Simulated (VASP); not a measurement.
# Shielding tensors and field gradients of CaO, part 2 of 3

Aim: NMR shielding tensors and field gradients of CaO. The cell has space group P6_3/mmc, a computed entry that need not be the common form of this compound. The start is a computed cell from the Materials Project.

VASP 6.6.1, plane waves and PAW; the level of theory is named at each step.

So far. Step 2 (Ground state): The cell has a gap of 3.01 eV on this mesh and a pressure of -5.1 GPa, which holds the misfit of the given cell and coordinates with this functional, and any error of cutoff, mesh and data sets.

**3. Shielding tensors**

This step: chemical shifts by linear response (GIPAW), LDA; plane waves and PAW (Ca_sv, O) (VASP 6.6.1).

LCHIMAG computes the induced currents by linear response. It needs tightly converged orbitals and a cutoff well above the default; LEFG adds the field gradients at no cost.

INCAR reads:

```
SYSTEM = CaO
PREC = Accurate
ENCUT = 560
EDIFF = 1E-09
NELM = 100
ISMEAR = 0
SIGMA = 0.01
LREAL = .FALSE.
ALGO = Normal
GGA = CA
NBANDS = 22
LWAVE = .FALSE.
LCHARG = .FALSE.
KPAR = 4
LCHIMAG = .TRUE.
LEFG = .TRUE.
DQ = 0.001
ICHIBARE = 1
LNMR_SYM_RED = .TRUE.
```

POSCAR reads:

```
CaO
1.0
    3.9919758245      0.0000000000      0.0000000000
   -1.9959879122      3.4571524753      0.0000000000
    0.0000000000      0.0000000000      4.7848400100
Ca O
2 2
Direct
    0.6666666667      0.3333333333      0.2500000000
    0.3333333333      0.6666666667      0.7500000000
    0.6666666667      0.3333333333      0.7500000000
    0.3333333333      0.6666666667      0.2500000000
```

KPOINTS reads:

```
Automatic mesh
0
Gamma
7 7 5
0 0 0
```

Potentials, in the order of the species: Ca_sv and O (LDA family, release 64).

Started as:

```console
mpirun -np 4 vasp_std
```

What it wrote:

```text
[banner, memory and clock lines left out]
running    4 mpi-ranks, on    1 nodes
 distrk:  each k-point on    1 cores,    4 groups
 distr:  one band on    1 cores,    1 groups

 POSCAR found type information on POSCAR CaO
 POSCAR found :  2 types and       4 ions
 LDA part: xc-table for (Slater(with rela. corr.)+CA(PZ))
 , standard interpolation
 POSCAR, INCAR and KPOINTS ok, starting setup
 FFT: planning ... GRIDC
 FFT: planning ... GRID_SOFT
 FFT: planning ... GRID
 WAVECAR not read
 entering main loop
       N       E                     dE             d eps       ncg     rms          rms(c)
DAV:   1     0.339276999184E+03    0.33928E+03   -0.17513E+04  1056   0.154E+03
DAV:   2    -0.752585491498E+00   -0.34003E+03   -0.32261E+03  1190   0.427E+02
DAV:   3    -0.316619884463E+02   -0.30909E+02   -0.30691E+02  1724   0.118E+02
DAV:   4    -0.326450427718E+02   -0.98305E+00   -0.98123E+00  1530   0.199E+01
DAV:   5    -0.326713491426E+02   -0.26306E-01   -0.26304E-01  1516   0.253E+00    0.129E+01
DAV:   6    -0.282600536261E+02    0.44113E+01   -0.24048E+01  1454   0.321E+01    0.573E+00
DAV:   7    -0.280731441507E+02    0.18691E+00   -0.27601E+00  1438   0.113E+01    0.274E+00
DAV:   8    -0.279507649750E+02    0.12238E+00   -0.36300E-01  1362   0.473E+00    0.760E-01
DAV:   9    -0.279407180828E+02    0.10047E-01   -0.67975E-02  1450   0.169E+00    0.202E-01
DAV:  10    -0.279417694927E+02   -0.10514E-02   -0.73266E-03  1428   0.547E-01    0.104E-01
DAV:  11    -0.279417047304E+02    0.64762E-04   -0.39233E-03  1362   0.335E-01    0.945E-02
DAV:  12    -0.279415458837E+02    0.15885E-03   -0.95736E-04  1332   0.218E-01    0.631E-03
DAV:  13    -0.279415488852E+02   -0.30015E-05   -0.37178E-05  1520   0.456E-02    0.475E-03
DAV:  14    -0.279415486232E+02    0.26200E-06   -0.21675E-06  1544   0.100E-02    0.146E-03
DAV:  15    -0.279415486106E+02    0.12562E-07   -0.18450E-07  1524   0.262E-03    0.552E-04
DAV:  16    -0.279415486052E+02    0.54483E-08   -0.14783E-08  1304   0.771E-04    0.133E-04
DAV:  17    -0.279415486050E+02    0.18281E-09   -0.55381E-10   940   0.227E-04
ion   1
     0.0000000     0.0000000     0.0000000     0.1329597     0.0000000     0.0000000
     0.0000398     0.0000000     0.0000000     0.1329597     0.0000000     0.0000000
     0.0000548     0.0000000     0.0000000     0.1329597     0.0000000     0.0000000
     0.0000754     0.0000000     0.0000000     0.1329597     0.0000000     0.0000000
     0.0001039     0.0000000     0.0000000     0.1329597     0.0000000     0.0000000

     0.0000000     0.0000001     0.0000000     7.1479548     0.0000000     0.0000000
     0.0000398     0.0000001     0.0000000     7.1479100     0.0000000     0.0000000
     0.0000548     0.0000001     0.0000000     7.1478835     0.0000000     0.0000000
     0.0000754     0.0000001     0.0000000     7.1478398     0.0000000     0.0000000
     0.0001039     0.0000001     0.0000000     7.1477682     0.0000000     0.0000000

ion   2
     0.0000000     0.0000000     0.0000000     0.1329597    -0.0000000     0.0000000
     0.0000398     0.0000000     0.0000000     0.1329597    -0.0000000     0.0000000
     0.0000548     0.0000000     0.0000000     0.1329597    -0.0000000     0.0000000
     0.0000754     0.0000000     0.0000000     0.1329597    -0.0000000     0.0000000
     0.0001039     0.0000000     0.0000000     0.1329597    -0.0000000     0.0000000

     0.0000000     0.0000001     0.0000000     7.1479548    -0.0000000     0.0000000
     0.0000398     0.0000001     0.0000000     7.1479100    -0.0000000     0.0000000
     0.0000548     0.0000001     0.0000000     7.1478835    -0.0000000     0.0000000
     0.0000754     0.0000001     0.0000000     7.1478398    -0.0000000     0.0000000
     0.0001039     0.0000001     0.0000000     7.1477682    -0.0000000     0.0000000

ion   3
     0.0000000     0.0000000     0.0000000     1.6882545    -0.0000000     0.0000000
     0.0000293     0.0000000     0.0000000     1.6882545    -0.0000000     0.0000000
     0.0000403     0.0000000     0.0000000     1.6882545    -0.0000000     0.0000000
     0.0000555     0.0000000     0.0000000     1.6882545    -0.0000000     0.0000000
     0.0000765     0.0000000     0.0000000     1.6882544    -0.0000000     0.0000000

     0.0000000     0.0000000     0.0000000     4.5128614    -0.0000000     0.0000000
     0.0000293     0.0000000     0.0000000     4.5128604    -0.0000000     0.0000000
     0.0000403     0.0000000     0.0000000     4.5128597    -0.0000000     0.0000000
     0.0000555     0.0000000     0.0000000     4.5128585    -0.0000000     0.0000000
     0.0000765     0.0000000     0.0000000     4.5128564    -0.0000000     0.0000000

ion   4
     0.0000000     0.0000000     0.0000000     1.6882545    -0.0000000     0.0000000
     0.0000293     0.0000000     0.0000000     1.6882545    -0.0000000     0.0000000
     0.0000403     0.0000000     0.0000000     1.6882545    -0.0000000     0.0000000
     0.0000555     0.0000000     0.0000000     1.6882545    -0.0000000     0.0000000
     0.0000765     0.0000000     0.0000000     1.6882544    -0.0000000     0.0000000

     0.0000000     0.0000000     0.0000000     4.5128614    -0.0000000     0.0000000
     0.0000293     0.0000000     0.0000000     4.5128604    -0.0000000     0.0000000
     0.0000403     0.0000000     0.0000000     4.5128597    -0.0000000     0.0000000
     0.0000555     0.0000000     0.0000000     4.5128585    -0.0000000     0.0000000
     0.0000765     0.0000000     0.0000000     4.5128564    -0.0000000     0.0000000

   1 F= -.27941549E+02 E0= -.27941549E+02  d E =-.959625-122
DAV:   1    -0.410372463597E+03   -0.41037E+03   -0.95352E-10   936   0.412E-05
DAV:   2    -0.410372463597E+03    0.11880E-10   -0.26066E-11   954   0.245E-05
BDIR= 1  IDIR= 2  IQ= -1
DAV:   1    -0.820752523397E+03   -0.82075E+03   -0.26698E-02  2460   0.137E+00
DAV:   2    -0.820752755210E+03   -0.23181E-03   -0.23181E-03  2816   0.340E-01
DAV:   3    -0.820752766831E+03   -0.11622E-04   -0.11622E-04  3278   0.570E-02
DAV:   4    -0.820752766990E+03   -0.15893E-06   -0.15898E-06  2848   0.737E-03
DAV:   5    -0.820752766996E+03   -0.63137E-08   -0.62751E-08  3038   0.861E-04
DAV:   6    -0.820752766996E+03    0.11823E-10   -0.41004E-10  1952   0.121E-04
       N       E                     dE             d eps       ncg     rms
RMM:   1    -0.100618366603E+03   -0.10062E+03   -0.22020E+02  3101   0.126E+02
RMM:   2    -0.106262187688E+03   -0.56438E+01   -0.19823E+01  3920   0.168E+01
RMM:   3    -0.106763042052E+03   -0.50085E+00   -0.13359E+00  4168   0.451E+00
RMM:   4    -0.106791459859E+03   -0.28418E-01   -0.90364E-02  4195   0.896E-01
[...]
RMM:   3    -0.106889084847E+03   -0.48628E+00   -0.14546E+00  4351   0.468E+00
RMM:   4    -0.106919592763E+03   -0.30508E-01   -0.97801E-02  4248   0.957E-01
RMM:   5    -0.106921264998E+03   -0.16722E-02   -0.43110E-03  4389   0.202E-01
RMM:   6    -0.106921365920E+03   -0.10092E-03   -0.39030E-04  4365   0.435E-02
RMM:   7    -0.106921373354E+03   -0.74344E-05   -0.20345E-05  4328   0.925E-03
RMM:   8    -0.106921373857E+03   -0.50317E-06   -0.18739E-06  4017   0.223E-03
RMM:   9    -0.106921373899E+03   -0.41550E-07   -0.13354E-07  3172   0.551E-04
RMM:  10    -0.106921373902E+03   -0.35766E-08   -0.12154E-08  2522   0.164E-04
RMM:  11    -0.106921373903E+03   -0.33971E-09   -0.11785E-09  1889   0.731E-05
BDIR= 3  IDIR= 1  IQ=  0
DAV:   1    -0.820744911872E+03   -0.82074E+03   -0.17385E-10  1854   0.100E-04
DAV:   2    -0.820744911872E+03   -0.32514E-10   -0.65390E-11  1890   0.591E-05
       N       E                     dE             d eps       ncg     rms
RMM:   1    -0.100567378241E+03   -0.10057E+03   -0.21653E+02  3178   0.126E+02
RMM:   2    -0.106392692053E+03   -0.58253E+01   -0.22735E+01  4092   0.174E+01
RMM:   3    -0.106877304776E+03   -0.48461E+00   -0.14486E+00  4346   0.467E+00
RMM:   4    -0.106907730464E+03   -0.30426E-01   -0.97667E-02  4243   0.957E-01
RMM:   5    -0.106909392427E+03   -0.16620E-02   -0.42743E-03  4379   0.201E-01
RMM:   6    -0.106909492183E+03   -0.99756E-04   -0.38644E-04  4317   0.433E-02
RMM:   7    -0.106909499531E+03   -0.73479E-05   -0.20011E-05  4295   0.922E-03
RMM:   8    -0.106909500026E+03   -0.49528E-06   -0.18437E-06  3944   0.221E-03
RMM:   9    -0.106909500067E+03   -0.40793E-07   -0.13007E-07  3121   0.548E-04
RMM:  10    -0.106909500070E+03   -0.34877E-08   -0.11907E-08  2481   0.164E-04
RMM:  11    -0.106909500071E+03   -0.33209E-09   -0.11454E-09  1876   0.728E-05
BDIR= 3  IDIR= 1  IQ=  1
DAV:   1    -0.820744168727E+03   -0.82074E+03   -0.26683E-02  2490   0.137E+00
DAV:   2    -0.820744396243E+03   -0.22752E-03   -0.22752E-03  2766   0.334E-01
DAV:   3    -0.820744409537E+03   -0.13293E-04   -0.13293E-04  3344   0.598E-02
DAV:   4    -0.820744409709E+03   -0.17187E-06   -0.17186E-06  2768   0.780E-03
DAV:   5    -0.820744409716E+03   -0.76097E-08   -0.76294E-08  3104   0.932E-04
DAV:   6    -0.820744409716E+03   -0.13404E-09   -0.10317E-09  2028   0.141E-04
       N       E                     dE             d eps       ncg     rms
RMM:   1    -0.100559039286E+03   -0.10056E+03   -0.21651E+02  3179   0.126E+02
RMM:   2    -0.106380631049E+03   -0.58216E+01   -0.22710E+01  4088   0.174E+01
RMM:   3    -0.106865154164E+03   -0.48452E+00   -0.14489E+00  4349   0.467E+00
RMM:   4    -0.106895522337E+03   -0.30368E-01   -0.97079E-02  4250   0.956E-01
RMM:   5    -0.106897168426E+03   -0.16461E-02   -0.42295E-03  4392   0.201E-01
RMM:   6    -0.106897267413E+03   -0.98986E-04   -0.38395E-04  4369   0.435E-02
RMM:   7    -0.106897274656E+03   -0.72430E-05   -0.19614E-05  4320   0.921E-03
RMM:   8    -0.106897275142E+03   -0.48697E-06   -0.18310E-06  4028   0.223E-03
RMM:   9    -0.106897275182E+03   -0.39698E-07   -0.12441E-07  3174   0.548E-04
RMM:  10    -0.106897275186E+03   -0.33844E-08   -0.11691E-08  2524   0.164E-04
RMM:  11    -0.106897275186E+03   -0.32762E-09   -0.11430E-09  1897   0.734E-05
BDIR= 3  IDIR= 2  IQ= -1
DAV:   1    -0.820752523397E+03   -0.82075E+03   -0.26698E-02  2460   0.137E+00
DAV:   2    -0.820752755210E+03   -0.23181E-03   -0.23181E-03  2816   0.340E-01
DAV:   3    -0.820752766831E+03   -0.11622E-04   -0.11622E-04  3278   0.570E-02
DAV:   4    -0.820752766990E+03   -0.15899E-06   -0.15898E-06  2848   0.737E-03
DAV:   5    -0.820752766996E+03   -0.62596E-08   -0.62752E-08  3038   0.861E-04
DAV:   6    -0.820752766996E+03   -0.44338E-11   -0.41010E-10  1952   0.121E-04
       N       E                     dE             d eps       ncg     rms
RMM:   1    -0.100526092093E+03   -0.10053E+03   -0.21623E+02  3209   0.126E+02
RMM:   2    -0.106362965583E+03   -0.58369E+01   -0.22674E+01  4092   0.175E+01
RMM:   3    -0.106864858233E+03   -0.50189E+00   -0.14811E+00  4309   0.471E+00
RMM:   4    -0.106895173667E+03   -0.30315E-01   -0.98275E-02  4245   0.962E-01
RMM:   5    -0.106896842258E+03   -0.16686E-02   -0.43560E-03  4333   0.200E-01
RMM:   6    -0.106896946409E+03   -0.10415E-03   -0.39488E-04  4277   0.437E-02
RMM:   7    -0.106896954273E+03   -0.78642E-05   -0.22852E-05  4175   0.964E-03
RMM:   8    -0.106896954871E+03   -0.59753E-06   -0.22592E-06  3894   0.240E-03
RMM:   9    -0.106896954918E+03   -0.47271E-07   -0.15413E-07  3076   0.576E-04
RMM:  10    -0.106896954922E+03   -0.39833E-08   -0.13292E-08  2426   0.169E-04
RMM:  11    -0.106896954922E+03   -0.34957E-09   -0.13376E-09  1904   0.748E-05
BDIR= 3  IDIR= 2  IQ=  0
DAV:   1    -0.820744911872E+03   -0.82074E+03   -0.17393E-10  1854   0.100E-04
DAV:   2    -0.820744911872E+03   -0.77989E-10   -0.65181E-11  1890   0.591E-05
       N       E                     dE             d eps       ncg     rms
RMM:   1    -0.100539523694E+03   -0.10054E+03   -0.21626E+02  3207   0.126E+02
RMM:   2    -0.106377390581E+03   -0.58379E+01   -0.22660E+01  4095   0.174E+01
RMM:   3    -0.106877656154E+03   -0.50027E+00   -0.14777E+00  4307   0.470E+00
RMM:   4    -0.106907738673E+03   -0.30083E-01   -0.97172E-02  4241   0.959E-01
RMM:   5    -0.106909388796E+03   -0.16501E-02   -0.43196E-03  4321   0.199E-01
RMM:   6    -0.106909491743E+03   -0.10295E-03   -0.39157E-04  4269   0.434E-02
RMM:   7    -0.106909499422E+03   -0.76791E-05   -0.22375E-05  4158   0.957E-03
RMM:   8    -0.106909500005E+03   -0.58353E-06   -0.22076E-06  3868   0.238E-03
RMM:   9    -0.106909500054E+03   -0.48490E-07   -0.15534E-07  3039   0.580E-04
RMM:  10    -0.106909500058E+03   -0.40579E-08   -0.13281E-08  2405   0.171E-04
RMM:  11    -0.106909500058E+03   -0.35294E-09   -0.13511E-09  1880   0.747E-05
BDIR= 3  IDIR= 2  IQ=  1
DAV:   1    -0.820736812295E+03   -0.82074E+03   -0.26704E-02  2472   0.137E+00
DAV:   2    -0.820737044294E+03   -0.23200E-03   -0.23200E-03  2804   0.340E-01
DAV:   3    -0.820737055870E+03   -0.11577E-04   -0.11577E-04  3296   0.570E-02
DAV:   4    -0.820737056026E+03   -0.15581E-06   -0.15580E-06  2836   0.733E-03
DAV:   5    -0.820737056032E+03   -0.60606E-08   -0.60984E-08  3042   0.852E-04
DAV:   6    -0.820737056032E+03   -0.35925E-10   -0.39909E-10  1944   0.122E-04
       N       E                     dE             d eps       ncg     rms
RMM:   1    -0.100552692991E+03   -0.10055E+03   -0.21629E+02  3207   0.126E+02
RMM:   2    -0.106390850604E+03   -0.58382E+01   -0.22639E+01  4093   0.174E+01
RMM:   3    -0.106889977960E+03   -0.49913E+00   -0.14734E+00  4314   0.469E+00
RMM:   4    -0.106919938487E+03   -0.29961E-01   -0.96560E-02  4247   0.957E-01
RMM:   5    -0.106921573525E+03   -0.16350E-02   -0.42859E-03  4333   0.199E-01
RMM:   6    -0.106921675258E+03   -0.10173E-03   -0.38757E-04  4275   0.434E-02
RMM:   7    -0.106921682822E+03   -0.75638E-05   -0.21989E-05  4174   0.954E-03
RMM:   8    -0.106921683396E+03   -0.57465E-06   -0.21831E-06  3895   0.238E-03
RMM:   9    -0.106921683443E+03   -0.46739E-07   -0.15108E-07  3056   0.573E-04
RMM:  10    -0.106921683447E+03   -0.39039E-08   -0.12755E-08  2425   0.168E-04
RMM:  11    -0.106921683447E+03   -0.34277E-09   -0.13124E-09  1894   0.744E-05
       N       E                     dE             d eps       ncg     rms
RLQ:   1    -0.345859657521E+01   -0.34586E+01   -0.38403E+01  3106   0.433E+01
RLQ:   2    -0.360409522541E+01   -0.14550E+00   -0.51442E-01  3870   0.185E+00
RLQ:   3    -0.361214064749E+01   -0.80454E-02   -0.21396E-02  4005   0.333E-01
RLQ:   4    -0.361260468129E+01   -0.46403E-03   -0.11321E-03  3997   0.796E-02
RLQ:   5    -0.361263320543E+01   -0.28524E-04   -0.10929E-04  3888   0.188E-02
RLQ:   6    -0.361263567397E+01   -0.24685E-05   -0.56606E-06  3432   0.427E-03
RLQ:   7    -0.361263580213E+01   -0.12816E-06   -0.48922E-07  2923   0.108E-03
RLQ:   8    -0.361263581287E+01   -0.10742E-07   -0.26606E-08  2383   0.286E-04
RLQ:   9    -0.361263581344E+01   -0.56346E-09   -0.20253E-09  2074   0.970E-05
```

It took 6.6 min on 4 MPI ranks of AMD EPYC 9R45, shared host; peak memory 2.1 GiB; 26 min of CPU time.

(Continued in part 3 of 3.)

[Lines on the potential files, build, host, timing and source positions are cut from VASP's logs without a mark.]

[Logs are printed without paths, hosts, clocks, repeated set-up lines and the standing remarks that a program may print on its own settings, such as how far it seeks lower states.]

[Hosts, paths, dates, database ids (printed as entryN), source tags and the programs' standing remarks are cut or masked in the printed files.]
